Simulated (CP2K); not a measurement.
Crystal: TaS2.

```
Ta S
1.0
     3.35000    0.00000    0.00000
    -1.67500    2.90119    0.00000
     0.00000    0.00000    5.86000
Ta S
1 2
Direct
  0.00000 0.00000 0.00000
  0.66667 0.33333 0.75000
  0.33333 0.66667 0.25000
```

Base run:

| Item | Value |
| --- | --- |
| Program | CP2K 2026.2 |
| Functional | PBE |
| Potentials or basis | POTENTIAL_UZH Ta GTH-PBE-q13, S GTH-PBE-q6; TZVP-MOLOPT-PBE-GTH basis |
| Density cutoff | 6123 eV |
| k mesh | 9 × 9 × 5 |
| Occupations | gaussian, width 0.027 eV |
| Spin | no spin polarisation |

Its results: band gap on the k mesh none (metal or under the smearing width); pressure 8.2 GPa; largest force 1.143 eV/Å.

Task: After a change of settings the same cell gave: band gap on the k mesh none (metal or under the smearing width); pressure 4.5 GPa; largest force 1.020 eV/Å. Which change was it?
A. occupations from gaussian, width 0.027 eV to gaussian, width 0.028 eV; ngrids from 5 to 4
B. functional from PBE to PBEsol; occupations from gaussian, width 0.027 eV to gaussian, width 0.05 eV
C. occupations from gaussian, width 0.027 eV to gaussian, width 0.029 eV

Result: B.

Caveats: this functional lacks dispersion, which binds the layers, so the pressure and a relaxed spacing across them are unreliable; the basis of atomic orbitals isn't converged, which shifts pressures, moduli and gaps; forces of over 1 eV/Å show positions far from the minimum, so gaps and moduli don't describe the material at rest (some runs); the potentials were made for another functional, which shifts forces and pressure (some runs).
